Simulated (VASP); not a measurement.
# ZnS (P6_3mc) in VASP: notebook

One crystal, ZnS, is run at these levels: PBEsol; tasks: single point.

Program: VASP 6.6.1. These are calculated values, not measurements. Logs are shortened: lines on timing, memory, paths and dates and some standing lists are left out, and cuts for length are marked.

**What was measured.**

From a printed reference work, monograph, for a bulk crystal of ZnS at 4 K: band gap 3.911 eV (direct).

The runs below are set against these values where they give the same quantity.

## (1) Starting point

The structure is hexagonal, space group P6_3mc (No. 186). Conventional cell: a = 3.811 Å, b = 3.811 Å, c = 6.234 Å, α = 90.00°, β = 90.00°, γ = 120.00°. Around Zn (site symmetry 3m) lie 4 S at 2.31 to 2.40 Å. S (site symmetry 3m) is surrounded by 4 Zn at 2.31 to 2.40 Å.

## (2) Single point, PBEsol

INCAR

```
SYSTEM = ZnS
ALGO = Normal ; EDIFF = 1E-6
ENCUT = 520 ; GGA = PS
ISIF = 2 ; ISMEAR = 0
LASPH = .TRUE. ; LCHARG = .TRUE.
LELF = .TRUE. ; LREAL = .FALSE.
LVHAR = .TRUE. ; LWAVE = .FALSE.
NBANDS = 26 ; NELM = 100
PREC = Accurate ; SIGMA = 0.05
```

KPOINTS

```
k-points
0
G
  9 9 6
  0 0 0
```

POSCAR

```
ZnS
1.0
    3.8109987816      0.0000000000      0.0000000000
   -1.9054993908      3.3004217586      0.0000000000
    0.0000000000      0.0000000000      6.2340000000
Zn S
2 2
Direct
    0.3333333333      0.6666666667      0.0000000000
    0.6666666667      0.3333333333      0.5000000000
    0.3333333333      0.6666666667      0.3850000000
    0.6666666667      0.3333333333      0.8850000000
```

Potentials or basis: VASP PAW PBE potentials, release 64 (Zn, S).

The run is started by

```sh
$ cat potpaw_PBE.64/Zn/POTCAR potpaw_PBE.64/S/POTCAR > POTCAR
$ mpirun -np 1 vasp_std > vasp.out
```

OUTCAR:

```text
SYSTEM = ZnS
   EDIFF = 1E-6
   ENCUT = 520
   GGA = PS
   ISIF = 2
   ISMEAR = 0
   LASPH = .TRUE.
   LREAL = .FALSE.
   NELM = 100
   PREC = Accurate

 ion  position               nearest neighbor table
   1  0.333  0.667  0.000-   4 2.31   4 2.31   4 2.31   3 2.40
   2  0.667  0.333  0.500-   3 2.31   3 2.31   3 2.31   4 2.40
   3  0.333  0.667  0.385-   2 2.31   2 2.31   2 2.31   1 2.40
   4  0.667  0.333  0.885-   1 2.31   1 2.31   1 2.31   2 2.40

  LATTYP: Found a hexagonal cell.
 ALAT       =     3.8109987816
 C/A-ratio  =     1.6357916539

  Lattice vectors:

 A1 = (   3.8109987816,   0.0000000000,   0.0000000000)
 A2 = (  -1.9054993908,   3.3004217586,   0.0000000000)
 A3 = (   0.0000000000,   0.0000000000,   6.2340000000)

Analysis of symmetry for initial positions (statically):
=====================================================================
 Subroutine PRICEL returns:
 Original cell was already a primitive cell.

 Routine SETGRP: Setting up the symmetry group for a
 hexagonal supercell.

 Subroutine GETGRP returns: Found 12 space group operations
 (whereof  6 operations were pure point group operations)
 out of a pool of 24 trial point group operations.

The static configuration has the point symmetry C_3v.
 The point group associated with its full space group is C_6v.

Analysis of symmetry for dynamics (positions and initial velocities):
=====================================================================
 Subroutine PRICEL returns:
 Original cell was already a primitive cell.

 Routine SETGRP: Setting up the symmetry group for a
 hexagonal supercell.

 Subroutine GETGRP returns: Found 12 space group operations
 (whereof  6 operations were pure point group operations)
 out of a pool of 24 trial point group operations.

The dynamic configuration has the point symmetry C_3v.
 The point group associated with its full space group is C_6v.

 Subroutine INISYM returns: Found 12 space group operations
 (whereof  6 operations are pure point group operations),
 and found     1 'primitive' translations

----------------------------------------------------------------------------------------

                                     Primitive cell

  volume of cell :      78.4106

  direct lattice vectors                    reciprocal lattice vectors
     3.810998782  0.000000000  0.000000000     0.262398405  0.151495789  0.000000000
    -1.905499391  3.300421759  0.000000000     0.000000000  0.302991579  0.000000000
     0.000000000  0.000000000  6.234000000     0.000000000  0.000000000  0.160410651

  length of vectors
     3.810998782  3.810998782  6.234000000     0.302991579  0.302991579  0.160410651

  position of ions in fractional coordinates (direct lattice)
     0.333333333  0.666666667  0.000000000
     0.666666667  0.333333333  0.500000000
     0.333333333  0.666666667  0.385000000
     0.666666667  0.333333333  0.885000000

  ion indices of the primitive-cell ions
   primitive index   ion index
                 1           1
                 2           2
                 3           3
                 4           4

----------------------------------------------------------------------------------------

 KPOINTS: k-points

Automatic generation of k-mesh.
 Grid dimensions read from file:
 generate k-points for:    9    9    6

 Generating k-lattice:

  Cartesian coordinates                     Fractional coordinates (reciprocal lattice)
     0.029155378  0.016832865  0.000000000     0.111111111  0.000000000  0.000000000
     0.000000000  0.033665731  0.000000000     0.000000000  0.111111111  0.000000000
     0.000000000  0.000000000  0.026735109     0.000000000  0.000000000  0.166666667

  Length of vectors
     0.033665731  0.033665731  0.026735109

  Shift w.r.t. Gamma in fractional coordinates (k-lattice)
     0.000000000  0.000000000  0.000000000

 Subroutine IBZKPT returns following result:
 ===========================================

 Found     48 irreducible k-points:

 Following reciprocal coordinates:
            Coordinates               Weight
  0.000000  0.000000  0.000000      1.000000
  0.111111  0.000000  0.000000      6.000000
  0.222222 -0.000000  0.000000      6.000000
  0.333333  0.000000  0.000000      6.000000
  0.444444 -0.000000  0.000000      6.000000
  0.111111  0.111111  0.000000      6.000000
[... 16 lines left out ...]
  0.333333  0.222222  0.166667     24.000000
  0.333333  0.333333  0.166667      4.000000
 [... further k-points ...]
   k-points           NKPTS =     48   k-points in BZ     NKDIM =     48   number of bands    NBANDS=     26
   number of dos      NEDOS =    301   number of ions     NIONS =      4
   total plane-waves  NPLWV =  37632
   dimension x,y,z NGX =    28 NGY =   28 NGZ =   48
   dimension x,y,z NGXF=    56 NGYF=   56 NGZF=   96
   ions per type =               2   2
   NGX,Y,Z   is equivalent  to a cutoff of  12.21, 12.21, 12.80 a.u.
   NGXF,Y,Z  is equivalent  to a cutoff of  24.43, 24.43, 25.60 a.u.
 SYSTEM =  ZnS
   PREC   = accura    normal or accurate (medium, high low for compatibility)
   ISTART =      0    job   : 0-new  1-cont  2-samecut
   ICHARG =      2    charge: 1-file 2-atom 10-const
   ISPIN  =      1    spin polarized calculation?
   LNONCOLLINEAR =      F non collinear calculations
   LSORBIT =      F    spin-orbit coupling
   LASPH  =      T    aspherical Exc in radial PAW
   ENCUT  =  520.0 eV  38.22 Ry    6.18 a.u.   7.09  7.09 11.59*2*pi/ulx,y,z
   NELM   =    100;   NELMIN=  2; NELMDL= -5     # of ELM steps
   EDIFF  = 0.1E-05   stopping-criterion for ELM
   LREAL  =      F    real-space projection
   EDIFFG = 0.1E-04   stopping-criterion for IOM
   NSW    =      0    number of steps for IOM
   IBRION =     -1    ionic relax: 0-MD 1-quasi-New 2-CG
   NFREE  =      0    steps in history (QN), initial steepest desc. (CG)
   ISIF   =      2    stress and relaxation
   ISYM   =      2    0-nonsym 1-usesym 2-fastsym
   POTIM  = 0.5000    time-step for ionic-motion
   TEBEG  =    0.0;   TEEND  =   0.0 temperature during run
   PSTRESS=    0.0 pullay stress
   NELECT =      36.0000    total number of electrons
   NUPDOWN=      -1.0000    fix difference up-down
   EMIN   =  10.00;   EMAX   =-10.00  energy-range for DOS
   EFERMI =   0.00;   METHOD = LEGACY
   ISMEAR =     0;   SIGMA  =   0.05  broadening in eV -4-tet -1-fermi 0-gaus
   EFERMI_NEDOS =   21; number of points for ismear=-14 and -15
   IALGO  =     38    algorithm
   IMIX   =      4    mixing-type and parameters
     AMIX     =   0.40;   BMIX     =  1.00
     AMIX_MAG =   1.60;   BMIX_MAG =  1.00
  volume/ion in A,a.u.               =      19.60       132.29
  Fermi-wavevector in a.u.,A,eV,Ry     =   1.262944  2.386617 21.701656  1.595027
  Thomas-Fermi vector in A             =   2.396326
   LORBIT       =      0    0 simple, 1 ext, 2 COOP (PROOUT), +10 PAW based schemes
   GGA     = PS    functional components
   LHFCALC =     F    Hartree Fock is set to
   AEXX    =    0.0000 exact exchange contribution
   IVDW    =     0    specifies the selected vdW correction
   LEPSILON=     F    determine dielectric tensor
   LRPA    =     F    only Hartree local field effects (RPA)
 non-spin polarized calculation
 Gauss-broadening in eV      SIGMA  =   0.05
  energy-cutoff  :      520.00
  volume of cell :       78.41
 maximum number of plane-waves:      2133
   NGX = 15   NGY = 15   NGZ = 23

 number of electron      35.9999977 magnetization

 Free energy of the ion-electron system (eV)
  ---------------------------------------------------
  ext. energy  EPLUGINS =         0.00000000
  ---------------------------------------------------
  free energy    TOTEN  =       -15.14188852 eV

  energy without entropy =      -15.14188852  energy(sigma->0) =      -15.14188852

 E-fermi :   2.3018     XC(G=0):  -9.8697

 val. band max:        2.0699943309   @ k =   0.0000   0.0000   0.0000
 cond. band min:       4.1856376653   @ k =   0.0000   0.0000   0.0000
 fundamental gap:      2.1156433344
 Fermi energy:         2.3017978288

 k-point     1 :       0.0000    0.0000    0.0000
  band No.  band energies     occupation
      1     -11.1395      2.00000
      2     -10.1983      2.00000
      3      -4.3332      2.00000
      4      -4.3332      2.00000
      5      -4.2696      2.00000
      6      -4.2696      2.00000
[... 18 lines left out ...]
     25       9.6167      0.00000
     26      11.2173      0.00000

 k-point     2 :       0.1111    0.0000    0.0000
  band No.  band energies     occupation
      1     -11.0537      2.00000
      2     -10.1487      2.00000
      3      -4.3415      2.00000
      4      -4.3129      2.00000
      5      -4.2643      2.00000
      6      -4.2436      2.00000
[... 18 lines left out ...]
     25      10.0055      0.00000
     26      10.6866      0.00000

 k-point     3 :       0.2222   -0.0000    0.0000
  band No.  band energies     occupation
      1     -10.8174      2.00000
      2     -10.0253      2.00000
      3      -4.3497      2.00000
      4      -4.2647      2.00000
      5      -4.2474      2.00000
      6      -4.1768      2.00000
[... 18 lines left out ...]
     25      10.1233      0.00000
     26      10.9661      0.00000

 k-point     4 :       0.3333    0.0000    0.0000
  band No.  band energies     occupation
      1     -10.4988      2.00000
      2      -9.9010      2.00000
      3      -4.3309      2.00000
      4      -4.2187      2.00000
      5      -4.2085      2.00000
      6      -4.0926      2.00000
[... 18 lines left out ...]
     25      10.6397      0.00000
     26      11.6434      0.00000
[... 496 lines left out ...]
      1     -10.3054      2.00000
      2      -9.8918      2.00000
      3      -4.2509      2.00000
      4      -4.2243      2.00000
      5      -4.1247      2.00000
      6      -4.1143      2.00000
[... 18 lines left out ...]
     25      10.3744      0.00000
     26      11.5469      0.00000

 k-point    23 :       0.3333    0.2222    0.1667
  band No.  band energies     occupation
      1     -10.0792      2.00000
      2      -9.8707      2.00000
      3      -4.2533      2.00000
      4      -4.1575      2.00000
      5      -4.0640      2.00000
      6      -4.0219      2.00000
[... 18 lines left out ...]
     25      11.2126      0.00000
     26      12.0933      0.00000

 k-point    24 :       0.3333    0.3333    0.1667
  band No.  band energies     occupation
      1      -9.9323      2.00000
      2      -9.9323      2.00000
      3      -4.2508      2.00000
      4      -4.0898      2.00000
      5      -4.0898      2.00000
      6      -4.0080      2.00000
[... 18 lines left out ...]
     25      12.0760      0.00000
     26      12.0820      0.00000

 [... further k-points ...]

------------------------ aborting loop because EDIFF is reached ----------------------------------------

  FORCE on cell =-STRESS in cart. coord.  units (eV):
  Direction    XX          YY          ZZ          XY          YZ          ZX
  --------------------------------------------------------------------------------------
  -------------------------------------------------------------------------------------
  Total       -0.2395394     -0.2395394     -1.1426783      0.0000000      0.0000000      0.0000000
  in kB       -4.8945465     -4.8945465    -23.3485293      0.0000000      0.0000000      0.0000000
  external PRESSURE =     -11.0458741 kB  Pullay stress =       0.0000000 kB

 VOLUME and BASIS-vectors are now :
 -----------------------------------------------------------------------------
  energy-cutoff  :      520.00
  volume of cell :       78.41
      direct lattice vectors                 reciprocal lattice vectors
     3.810998782  0.000000000  0.000000000     0.262398405  0.151495789  0.000000000
    -1.905499391  3.300421759  0.000000000     0.000000000  0.302991579  0.000000000
     0.000000000  0.000000000  6.234000000     0.000000000  0.000000000  0.160410651

 POSITION                                       TOTAL-FORCE (eV/Angst)
 -----------------------------------------------------------------------------------
     -0.00000      2.20028      0.00000         0.000000     -0.000000      0.308623
      1.90550      1.10014      3.11700        -0.000000      0.000000      0.308623
     -0.00000      2.20028      2.40009         0.000000      0.000000     -0.308623
      1.90550      1.10014      5.51709         0.000000      0.000000     -0.308623
 -----------------------------------------------------------------------------------
    total drift:                               -0.000000     -0.000000     -0.000137

  FREE ENERGIE OF THE ION-ELECTRON SYSTEM (eV)
  ---------------------------------------------------
  free  energy   TOTEN  =       -15.1418885168 eV

  energy  without entropy=      -15.1418885168  energy(sigma->0) =      -15.14188852
```

Wall time 33 s (1 thread of Intel Xeon 6975P-C (Granite Rapids), shared host); peak memory 0.23 GiB.

Results:

| Item | Value |
| --- | --- |
| Free energy | -15.1419 eV |
| Pressure | -1.1 GPa |
| Largest force | 0.309 eV/Å |
| Band gap on the k mesh | 2.12 eV, direct |

Forces on the atoms (eV/Å):
```
Zn   0.000  0.000  0.309
Zn   0.000  0.000  0.309
S    0.000  0.000 -0.309
S    0.000  0.000 -0.309
```

Caveat: the PAW data sets were made with another functional, which shifts forces and pressure a little.

## (3) Single point, PBEsol

INCAR

```
PREC = Accurate
ENCUT = 520
EDIFF = 1E-6
ISMEAR = 0
SIGMA = 0.05
LREAL = F
LASPH = T
NELM = 100
ALGO = Fast
ISIF = 2
LWAVE = F
LCHARG = T
GGA = PS
LELF = T
LVHAR = T
NBANDS = 26
```

KPOINTS

```
Automatic mesh
0
Gamma
  9 9 6
```

POSCAR is that of step 2.

Potentials or basis: VASP PAW PBE potentials, release 64 (Zn, S).

The run is started by

```sh
$ cat potpaw_PBE.64/Zn/POTCAR potpaw_PBE.64/S/POTCAR > POTCAR
$ mpirun -np 1 vasp_std > vasp.out
```

Run time: 45 s. Hardware: 1 thread of Intel Xeon 6975P-C (Granite Rapids), shared host; peak memory 0.23 GiB.

The run converged. Its results:

* Free energy: -15.1419 eV
* Pressure: -1.3 GPa
* Largest force: 0.309 eV/Å
* Band gap on the k mesh: 2.12 eV, direct

Forces on the atoms (eV/Å):
```
Zn   0.000  0.000  0.309
Zn   0.000  0.000  0.309
S    0.000  0.000 -0.309
S    0.000  0.000 -0.309
```

Stress tensor (GPa, compression positive):
```
-0.67  0.00  0.00
 0.00 -0.67  0.00
 0.00  0.00 -2.52
```

Levels at points of the mesh, in eV from the valence-band top:
| k point | band 15 | band 16 | band 17 | band 18 | band 19 | band 20 | band 21 | band 22 |
| --- | --- | --- | --- | --- | --- | --- | --- | --- |
| (0.00, 0.00, 0.00) | -0.87 | -0.01 | -0.01 | 0.00 | 2.12 | 2.88 | 6.21 | 6.21 |
| (0.00, 0.00, 0.50) | -0.46 | -0.46 | -0.46 | -0.46 | 3.40 | 3.40 | 6.64 | 6.64 |

Caveat: the PAW data sets were made with another functional, which shifts forces and pressure a little.

## (4) Comparison with measurements

Step 2. A measured gap of ZnS is 3.911 eV (direct; 4 K; a printed reference work, monograph); the calculated 2.12 eV misses it by -1.80 eV. The value is that of PBEsol, without temperature or zero-point motion. Semilocal functionals fall short of measured gaps as a rule.

Step 3. Against the measured gap of ZnS, 3.911 eV (direct; 4 K; a printed reference work, monograph), the calculated 2.12 eV is off by -1.80 eV. The value is that of PBEsol, without temperature or zero-point motion. Semilocal functionals fall short of measured gaps as a rule.
